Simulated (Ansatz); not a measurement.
Single point in Ansatz 0.2.0 with LDA, no spin polarisation. Cutoff 420 eV, PAW datasets, 5×6×6 Γ-centred k mesh, fermi-dirac filling (width 0.1 eV).

Computed maps in the lattice plane spanned by a (left to right, 6.81 Å, 21 points from zero) and b (bottom to top, 6.14 Å, 19 points from zero), 90° apart, at height 0.250 along c. The fields are smooth PAW ones with compensation charges, not the true ones near nuclei.

Valence density. Digits on a logarithmic scale: 0 up to 0.03 e/Å³, each further digit a factor of 1.6, 9 from 1.3 e/Å³ up:
```
656999997421124579997
545699986320023456766
444567654210012345554
445565543100012333333
456776542100123344334
678987642101235665444
799999653111358998655
799999753212479999866
799999753112589999966
689998642112589999966
567876532112479999855
455655421001357887644
344443321000234565544
433333321000124556665
543445442100124567776
654578864211134689998
765799996421135799999
766999998521235799999
766999998521135699999
```

ELF. Ten even steps from '0' (0.00) to '9' (0.90):
```
631357753210136654445
421234432210025776666
212222222110012466654
235543222100011122321
566667643100111111112
655456764100112222125
641014674101123443226
630003565111235675325
630004564111236996425
653135664101235896424
565556763101224554313
356677642001222332112
124554221000122222332
311111111000123456665
642111111100135766556
652123321110147653235
662245542110157540003
652368853211156530103
642479963211146641014
```

The cell is CdTe. Which atoms lie within 0.2 Å of this plane, and where (fractions of a and b)?

Cd at (0.26, 0.01), Cd at (0.74, 0.51), Te at (0.86, 0.06), Te at (0.14, 0.56). The whole cell:
```yaml
crystal:
  lattice:
    - [6.81415, 0.00000, 0.00000]
    - [0.00000, 6.13563, 0.00000]
    - [0.00000, 0.00000, 5.79401]
  atoms:
    - { symbol: Cd, position: [0.25500, 0.00960, 0.25000] }
    - { symbol: Cd, position: [0.74500, 0.99040, 0.75000] }
    - { symbol: Cd, position: [0.25500, 0.49040, 0.75000] }
    - { symbol: Cd, position: [0.74500, 0.50960, 0.25000] }
    - { symbol: Te, position: [0.85930, 0.06280, 0.25000] }
    - { symbol: Te, position: [0.14070, 0.93720, 0.75000] }
    - { symbol: Te, position: [0.85930, 0.43720, 0.75000] }
    - { symbol: Te, position: [0.14070, 0.56280, 0.25000] }
```

Origin: a known structure type with other elements, at an estimated volume, so it need not be a known compound. Caveats: atoms or cell far from equilibrium.
